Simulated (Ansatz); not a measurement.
**What DFT gives for I**

```
I
1.0
     0.00000    0.00000    3.60976
     3.35283   -3.18650    1.80488
     3.35283    3.18650   -1.80488
I
2
Direct
  0.44300 0.75000 0.25000
  0.55700 0.25000 0.75000
```

Single point in Ansatz 0.2.0 with PBE, no spin polarisation. Cutoff 420 eV, PAW datasets, 11×11×11 Γ-centred k mesh, fermi-dirac filling (width 0.043 eV).

Q: What does the stress say?

A: The pressure is 0.4 GPa (compression positive), so with the atoms held at these fractions the cell is close to zero pressure. The principal stresses -3.1, 1.7, 2.7 GPa differ, so its shape would change too.

Q: Describe some of the short contacts.

A: I–I at 3.38 Å: least valence density 0.17 e/Å³ and ELF 0.28 there. Both are smooth PAW fields, read partly inside the augmentation spheres.

Q: Is there a gap?

A: It is a metal, with about 2.8 states/eV a cell as the mean within 0.25 eV of the Fermi level, mostly I p (99 %).

Q: Which atom feels the largest force, and which way?

A: The largest is on I2 (and as large on other atoms): 0.41 eV/Å, components (0.00, 0.00, -0.41). It makes 83° with the line to a nearest neighbour, I1 at 3.38 Å.

Origin: a known structure type with other elements, at an estimated volume, so it need not be a known compound. Caveats: many states at the Fermi level without spin polarisation, so a magnetic state may lie lower.
